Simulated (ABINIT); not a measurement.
# C (Fd-3m) in ABINIT: further runs

Runs on C. Level: LDA. Tasks: single point, relaxation of cell and atoms.

Program: ABINIT 10.8.3 (patched build). These are calculated values, not measurements. Logs are shortened: lines on timing, memory, paths and dates and some standing lists are left out, and cuts for length are marked. The log counts tension as positive stress, the text compression.

### Step 1. The crystal as given

The structure is cubic, space group Fd-3m (No. 227). The conventional cell has a = 3.567 Å, b = 3.567 Å, c = 3.567 Å, α = 90.00°, β = 90.00°, γ = 90.00°. C (site symmetry -43m) has 4 C at 1.54 Å as nearest neighbours.

This isn't the form of C at room conditions, which is graphite.

### Step 2. Single point, LDA (cell relaxed)

The input, run.abi:

```
pp_dirpath "./"
pseudos "C.upf"

acell 4.7271586581 4.7271586581 4.7271586581
rprim
     0.0000000000     0.7071067812     0.7071067812
     0.7071067812     0.0000000000     0.7071067812
     0.7071067812     0.7071067812     0.0000000000
ntypat 1
znucl 6
natom 2
typat 1 1
xred
     0.7500000000     0.7500000000     0.7500000000
     0.5000000000     0.5000000000     0.5000000000
chkprim 0
chksymtnons 0
tolsym 1.0e-6

ecut 41.0

kptopt 1
ngkpt 10 10 10
nshiftk 1
shiftk 0.0 0.0 0.0

ixc 7

nband 8
occopt 3
tsmear 0.05 eV

nstep 100
tolvrs 1.0e-10

iomode 3
prtwf 0
prteig 0
prtebands 0
enunit 1
prtden 1
prtvha 1
prtvclmb 1
prtpot 1
prtelf 1
```

Potentials or basis: PseudoDojo NC SR LDA v0.4.1 standard.

Started as:

```
> abinit run.abi > log 2>&1
```

run.abo:

```text
.Version 10.8.3 of ABINIT
 Symmetries : space group Fd -3 m (#227); Bravais cF (face-center cubic)
================================================================================
 Values of the parameters that define the memory need of the present run
     intxc =       0    ionmov =       0      iscf =       7    lmnmax =       4
     lnmax =       4     mgfft =      30  mpssoang =       2    mqgrid =    3001
     natom =       2  nloc_mem =       1    nspden =       1   nspinor =       1
    nsppol =       1      nsym =      48    n1xccc =    2501    ntypat =       1
    occopt =       3   xclevel =       1
       mpw =         951          nfft =       27000          nkpt =          47
================================================================================
================================================================================

--------------------------------------------------------------------------------
------------- Echo of variables that govern the present computation ------------
--------------------------------------------------------------------------------
 -outvars: echo values of preprocessed input variables --------
            acell      4.7271586581E+00  4.7271586581E+00  4.7271586581E+00 Bohr
              amu      1.20110000E+01
          chkprim           0
      chksymtnons           0
             ecut      4.10000000E+01 Hartree
           enunit           1
              ixc           7
         kptrlatt       10    0    0      0   10    0      0    0   10
          kptrlen      4.72715866E+01
            natom           2
            nband           8
            ngfft          30      30      30
             nkpt          47
            nstep         100
             nsym          48
           ntypat           1
           occopt           3
        prtebands           0
           prteig           0
           prtelf           1
           prtpot           1
         prtvclmb           1
           prtvha           1
            prtwf           0
            rprim      0.0000000000E+00  7.0710678120E-01  7.0710678120E-01
                       7.0710678120E-01  0.0000000000E+00  7.0710678120E-01
                       7.0710678120E-01  7.0710678120E-01  0.0000000000E+00
          spgroup         227
           tolsym      1.00000000E-06
           tolvrs      1.00000000E-10
           tsmear      1.83746611E-03 Hartree
            typat      1  1
           xangst      2.6532463333E+00  2.6532463333E+00  2.6532463333E+00
                       1.7688308888E+00  1.7688308888E+00  1.7688308888E+00
            xcart      5.0139089144E+00  5.0139089144E+00  5.0139089144E+00
                       3.3426059430E+00  3.3426059430E+00  3.3426059430E+00
             xred      7.5000000000E-01  7.5000000000E-01  7.5000000000E-01
                       5.0000000000E-01  5.0000000000E-01  5.0000000000E-01
            znucl        6.00000

================================================================================

 chkinp: Checking input parameters for consistency.

================================================================================
== DATASET  1 ==================================================================

--- !DatasetInfo
iteration_state: {dtset: 1, }
dimensions: {natom: 2, nkpt: 47, mband: 8, nsppol: 1, nspinor: 1, nspden: 1, mpw: 951, }
cutoff_energies: {ecut:  41.0, pawecutdg:  -1.0, }
electrons: {nelect:   8.00000000E+00, charge:   0.00000000E+00, occopt:   3.00000000E+00, tsmear:   1.83746611E-03, }
meta: {optdriver: 0, ionmov: 0, optcell: 0, iscf: 7, paral_kgb: 0, }
...

 Exchange-correlation functional for the present dataset will be:
  LDA: Perdew-Wang 92 LSD fit to Ceperley-Alder data - ixc=7
  J.P.Perdew and Y.Wang, PRB 45, 13244 (1992)

 Real(R)+Recip(G) space primitive vectors, cartesian coordinates (Bohr,Bohr^-1):
 R(1)=  0.0000000  3.3426059  3.3426059  G(1)= -0.1495839  0.1495839  0.1495839
 R(2)=  3.3426059  0.0000000  3.3426059  G(2)=  0.1495839 -0.1495839  0.1495839
 R(3)=  3.3426059  3.3426059  0.0000000  G(3)=  0.1495839  0.1495839 -0.1495839
 Unit cell volume ucvol=  7.4693969E+01 bohr^3
 Angles (23,13,12)=  6.00000000E+01  6.00000000E+01  6.00000000E+01 degrees

 getcut: wavevector=  0.0000  0.0000  0.0000  ngfft=  30  30  30
         ecut(hartree)=     41.000   => boxcut(ratio)=   2.20417

 getcut : COMMENT -
  Note that boxcut > 2.2 ; recall that boxcut=Gcut(box)/Gcut(sphere) = 2
  is sufficient for exact treatment of convolution.
  Such a large boxcut is a waste : you could raise ecut
  e.g. ecut=   49.798463 Hartrees makes boxcut=2

--- Pseudopotential description ------------------------------------------------
- pspini: atom type   1  psp file is ./C.upf
12 -1012 1 -1 1234                            pspcod,pspxc,lmax,lloc,mmax
     nproj     2     2

   6.96164805E+01                                ecore*ucvol(ha*bohr**3)
--------------------------------------------------------------------------------

================================================================================

--- !BeginCycle
iteration_state: {dtset: 1, }
solver: {iscf: 7, nstep: 100, nline: 4, wfoptalg: 0, }
tolerances: {tolvrs: 1.00E-10, }
...

     iter   Etot(hartree)      deltaE(h)  residm     vres2
 ETOT  1  -12.043369756621    -1.204E+01 1.697E-01 7.841E+01
 ETOT  2  -12.064385449206    -2.102E-02 5.153E-02 2.309E-01
 ETOT  3  -12.064409065543    -2.362E-05 3.873E-04 6.640E-03
 ETOT  4  -12.064409495594    -4.301E-07 2.353E-05 6.400E-06
 ETOT  5  -12.064409495870    -2.759E-10 7.435E-07 4.222E-09
 ETOT  6  -12.064409495870    -1.226E-13 1.068E-07 2.898E-11

 At SCF step    6       vres2   =  2.90E-11 < tolvrs=  1.00E-10 =>converged.

 Compute ELF
--------------------------------------------------------------------------------

 Compute kinetic energy density

 Compute gradient of the electron density
 Electron Localization Function (ELF) [min:0;max:1]
)     Maximum=    9.4499E-01  at reduced coord.    0.6000    0.6333    0.6333
)     Minimum=    6.6529E-07  at reduced coord.    0.5000    0.5000    0.5000
   Integrated=    3.2166E+01

--------------------------------------------------------------------------------
 End of ELF section

 Cartesian components of stress tensor (hartree/bohr^3)
  sigma(1 1)=  7.22627992E-06  sigma(3 2)=  0.00000000E+00
  sigma(2 2)=  7.22627992E-06  sigma(3 1)=  0.00000000E+00
  sigma(3 3)=  7.22627992E-06  sigma(2 1)=  0.00000000E+00

--- !ResultsGS
iteration_state: {dtset: 1, }
comment   : Summary of ground state results
lattice_vectors:
- [  0.0000000,   3.3426059,   3.3426059, ]
- [  3.3426059,   0.0000000,   3.3426059, ]
- [  3.3426059,   3.3426059,   0.0000000, ]
lattice_lengths: [   4.72716,    4.72716,    4.72716, ]
lattice_angles: [ 60.000,  60.000,  60.000, ] # degrees, (23, 13, 12)
lattice_volume:   7.4693969E+01
convergence: {deltae: -1.226E-13, res2:  2.898E-11, residm:  1.068E-07, diffor: null, }
etotal    :  -1.20644095E+01
entropy   :   0.00000000E+00
fermie    :   4.87484788E-01
cartesian_stress_tensor: # hartree/bohr^3
- [  7.22627992E-06,   0.00000000E+00,   0.00000000E+00, ]
- [  0.00000000E+00,   7.22627992E-06,   0.00000000E+00, ]
- [  0.00000000E+00,   0.00000000E+00,   7.22627992E-06, ]
pressure_GPa:  -2.1260E-01
xred      :
- [  7.5000E-01,   7.5000E-01,   7.5000E-01,  C]
- [  5.0000E-01,   5.0000E-01,   5.0000E-01,  C]
cartesian_forces: # hartree/bohr
- [ -0.00000000E+00,  -0.00000000E+00,  -0.00000000E+00, ]
- [ -0.00000000E+00,  -0.00000000E+00,  -0.00000000E+00, ]
force_length_stats: {min:   0.00000000E+00, max:   0.00000000E+00, mean:   0.00000000E+00, }
...

 Integrated electronic density in atomic spheres:
 ------------------------------------------------
 Atom  Sphere_radius  Integrated_density
    1        2.00000          4.74286845
    2        2.00000          4.75739494
================================================================================

 ----iterations are completed or convergence reached----

 Mean square residual over all n,k,spin=   93.879E-11; max=  10.679E-08
 reduced coordinates (array xred) for    2 atoms
       0.750000000000      0.750000000000      0.750000000000
       0.500000000000      0.500000000000      0.500000000000
 rms dE/dt=  0.0000E+00; max dE/dt=  0.0000E+00; dE/dt below (all hartree)
    1       0.000000000000      0.000000000000      0.000000000000
    2       0.000000000000      0.000000000000      0.000000000000

 cartesian coordinates (angstrom) at end:
    1      2.65324633325775     2.65324633325775     2.65324633325775
    2      1.76883088883850     1.76883088883850     1.76883088883850

 cartesian forces (hartree/bohr) at end:
    1     -0.00000000000000    -0.00000000000000    -0.00000000000000
    2     -0.00000000000000    -0.00000000000000    -0.00000000000000
 frms,max,avg= 0.0000000E+00 0.0000000E+00   0.000E+00  0.000E+00  0.000E+00 h/b

 cartesian forces (eV/Angstrom) at end:
    1     -0.00000000000000    -0.00000000000000    -0.00000000000000
    2     -0.00000000000000    -0.00000000000000    -0.00000000000000
 frms,max,avg= 0.0000000E+00 0.0000000E+00   0.000E+00  0.000E+00  0.000E+00 e/A
 length scales=  4.727158658100  4.727158658100  4.727158658100 bohr
              =  2.501504632492  2.501504632492  2.501504632492 angstroms
 Fermi (or HOMO) energy (eV) =  13.26514   Average Vxc (eV)= -13.84186
 Eigenvalues (   eV  ) for nkpt=  47  k points:
 kpt#   1, nband=  8, wtk=  0.00100, kpt=  0.0000  0.0000  0.0000 (reduced coord)
 -11.27369   10.40617   10.40617   10.40617   16.03573   16.03573   16.03573   24.48674
 prteigrs : prtvol=0 or 1, do not print more k-points.

--- !EnergyTerms
iteration_state     : {dtset: 1, }
comment             : Components of total free energy in Hartree
kinetic             :  8.60615380533291E+00
hartree             :  9.44649781310984E-01
xc                  : -4.35418020329158E+00
Ewald energy        : -1.28924513055498E+01
psp_core            :  9.32022775322812E-01
local_psp           : -4.63145544759827E+00
non_local_psp       : -6.69148901396961E-01
internal            : -1.20644094958700E+01
'-kT*entropy'       : -8.03319137633439E-17
total_energy        : -1.20644094958700E+01
total_energy_eV     : -3.28289306621798E+02
band_energy         :  3.91225566134508E-01
...

 Cartesian components of stress tensor (hartree/bohr^3)
  sigma(1 1)=  7.22627992E-06  sigma(3 2)=  0.00000000E+00
  sigma(2 2)=  7.22627992E-06  sigma(3 1)=  0.00000000E+00
  sigma(3 3)=  7.22627992E-06  sigma(2 1)=  0.00000000E+00

-Cartesian components of stress tensor (GPa)         [Pressure= -2.1260E-01 GPa]
- sigma(1 1)=  2.12604495E-01  sigma(3 2)=  0.00000000E+00
- sigma(2 2)=  2.12604495E-01  sigma(3 1)=  0.00000000E+00
- sigma(3 3)=  2.12604495E-01  sigma(2 1)=  0.00000000E+00

== END DATASET(S) ==============================================================
================================================================================

 -outvars: echo values of variables after computation  --------
            acell      4.7271586581E+00  4.7271586581E+00  4.7271586581E+00 Bohr
           etotal     -1.2064409496E+01
            fcart     -0.0000000000E+00 -0.0000000000E+00 -0.0000000000E+00
                      -0.0000000000E+00 -0.0000000000E+00 -0.0000000000E+00
            rprim      0.0000000000E+00  7.0710678120E-01  7.0710678120E-01
                       7.0710678120E-01  0.0000000000E+00  7.0710678120E-01
                       7.0710678120E-01  7.0710678120E-01  0.0000000000E+00
           strten      7.2262799194E-06  7.2262799194E-06  7.2262799194E-06
                       0.0000000000E+00  0.0000000000E+00  0.0000000000E+00
           xangst      2.6532463333E+00  2.6532463333E+00  2.6532463333E+00
                       1.7688308888E+00  1.7688308888E+00  1.7688308888E+00
             xred      7.5000000000E-01  7.5000000000E-01  7.5000000000E-01
                       5.0000000000E-01  5.0000000000E-01  5.0000000000E-01
 Calculation completed.
```

Wall time 7.2 s (1 thread of AMD EPYC 7R43 (Zen 3), shared host); peak memory 0.07 GiB.

What came out:

| Quantity | Value |
| --- | --- |
| Free energy | -328.2893 eV |
| Pressure | -0.2 GPa |
| Band gap on the k mesh | 4.24 eV, indirect (least direct gap 5.63 eV) |
| All electrons inside the program's atomic spheres | C 4.74, 4.76 (radii [1.0584] Å) |

A k mesh can miss the band edges.

[end of part 1 of 2]
